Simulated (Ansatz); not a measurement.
# BaHfO₃: pressure as volume per atom varies

Density functional stress and forces at fixed atoms, pressure and stress positive in compression, spin-unpolarised plane waves. The results are calculated, by Ansatz 0.2.0.

Cell of the first row (space group Pm-3m, No. 221):
```
BaHfO3
1.0
      4.0100     0.0000     0.0000
      0.0000     4.0100     0.0000
      0.0000     0.0000     4.0100
Ba Hf O
1 1 3
Direct
  0.00000 0.00000 0.00000
  0.50000 0.50000 0.50000
  0.50000 0.50000 0.00000
  0.50000 0.00000 0.50000
  0.00000 0.50000 0.50000
```

Settings of every row: periodic directions 3; functional PBE; spin orbit no; potentials PAW; wave cutoff 420 eV; k mesh 6x6x6; smearing width 0.02 eV.

Limits: no spin-orbit coupling, which can matter with elements this heavy; the cell comes from a prototype or a list of computed structures and needn't be the stable phase; atoms stay on their symmetric sites, though polar or tilted forms of a perovskite may lie lower.

```csv
row,volume per atom (Å³),pressure (GPa)
1,12.896,30.5
2,13.303,?
3,13.719,15.13
4,14.143,8.86
5,14.576,3.38
6,15.018,-1.37
7,15.468,-5.49
8,15.928,-9.06
9,16.396,-12.13
```

Question: what pressure should row 2 give?

Worked fit of pressure. Take u = (V_r/V)^(2/3) − 1 with V_r = 14.797 Å³ an atom, which is twice the finite (Eulerian) strain; such expansions in the strain, on which the Birch-Murnaghan equation of state is built, carry the rest volume and the bulk modulus. The shown rows have u = 0.096, 0.05172, 0.0306, 0.01008, -0.00983, -0.02913, -0.04792, -0.06612. Least squares give pressure = 0.912 + 238.76 × u + 667.2 × u² + 587 × u³ GPa; a parabola predicts inner rows, each left out in turn, worse (root mean square 0.077 against 0.0053 GPa). The rows lie off it by 0.00, 0.00, 0.00, -0.01, 0.00, 0.00, 0.00, 0.00. The pressure vanishes at u = -0.0039, or V = 14.88 Å³ an atom, and there the bulk modulus with atoms relaxed is B = −V dP/dV = (2/3)(1 + u) dP/du = 155 GPa. The withheld row has u = 0.07353, so the fit gives 0.912 + 238.76 × (0.07353) + 667.2 × (0.07353)² + 587 × (0.07353)³ = 22.31 GPa.

The calculation gave 22.31 GPa. The fit meets it to the printed digit.
